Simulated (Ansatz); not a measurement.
Level of theory: Ansatz, DFT PBE, scalar-relativistic, plane waves, PAW. All cells share a 420 eV cutoff and Γ-centred k meshes spaced at most about 0.3 Å⁻¹ (about 0.25 or finer for metals, 2π included). No spin polarisation.

Temperature and zero-point effects are left out.

Two relaxed structures of MgTe₄:

A.

```
Mg Te
1.0
     5.46320    0.00000    0.00000
     0.00000    5.46320    0.00000
     0.00000    0.00000    5.46320
Mg Te
1 4
Direct
  0.00000 0.00000 0.00000
  0.29374 0.70626 0.70626
  0.70626 0.29374 0.70626
  0.70626 0.70626 0.29374
  0.29374 0.29374 0.29374
```

B.

```
Mg Te
1.0
    -4.32714    4.32714    2.50788
     4.32714   -4.32714    2.50788
     4.32714    4.32714   -2.50788
Mg Te
1 4
Direct
  0.00000 0.00000 0.00000
  0.28839 0.17521 0.46361
  0.17521 0.71161 0.88682
  0.71161 0.82479 0.53639
  0.82479 0.28839 0.11318
```

**Question.** Which would you expect to be lower, and how large is the difference?

**Answer.** B is lower, by 0.38 eV/atom. A has space group P-43m (No. 215), 32.6 Å³/atom and no gap on its mesh; B has space group I4/m (No. 87), 37.6 Å³/atom and no gap. B holds Te–Te chains (shortest 2.90 Å); in A the shortest Te–Te distance is 3.19 Å, near bonding range too. The lower one is the more open, so pressure narrows the difference. In A, around Mg lie 4 Te at 2.78 Å; Te has 1 Mg at 2.78 Å and 3 Te at 3.19 Å. In B, Mg is surrounded by 4 Te at 2.92 Å; Te is surrounded by 2 Te at 2.90 Å and 1 Mg at 2.92 Å. Both come from invented guesses.

Spin–orbit coupling, which can matter for Te, is left out. Cells relaxed within their symmetry can be saddle points.
